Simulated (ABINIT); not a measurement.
Crystal: Ti.

```
Ti
1.0
     2.95000    0.00000    0.00000
    -1.47500    2.55477    0.00000
     0.00000    0.00000    4.68000
Ti
2
Direct
  0.66667 0.33333 0.75000
  0.33333 0.66667 0.25000
```

```yaml
Program: ABINIT 10.8.3 (patched build)
Task: single point
Functional: PBE
Potentials_or_basis: JTH PAW PBE v2.0
Cutoff: 408 eV
k_mesh: 10 × 10 × 6
Occupations: fermi-dirac, width 0.05 eV
Spin: no spin polarisation
```

On this cell: pressure -1.3 GPa; largest force under 0.003 eV/Å; band gap on the k mesh none (metal or under the smearing width).

The same run follows on a disturbed copy (atoms moved at random, drawn with an rms of 0.05 Å):

```
Ti
1.0
     2.95000    0.00000    0.00000
    -1.47500    2.55477    0.00000
     0.00000    0.00000    4.68000
Ti
2
Direct
  0.68616 0.32688 0.74849
  0.33797 0.67291 0.24873
```

**Question.** What does the disturbed cell give?

**Answer.** The energy (extrapolated to zero smearing) moves by +2.0 meV/atom; pressure -1.3 GPa; largest force 0.105 eV/Å; band gap on the k mesh none (metal or under the smearing width).

Forces in eV/Å, atoms in the order of the input:
```
Ti  -0.093  0.049  0.003
Ti   0.093 -0.049 -0.003
```

Stress tensor (GPa, compression positive):
```
-1.53  0.70  0.00
 0.70 -0.81  0.00
 0.00  0.00 -1.49
```
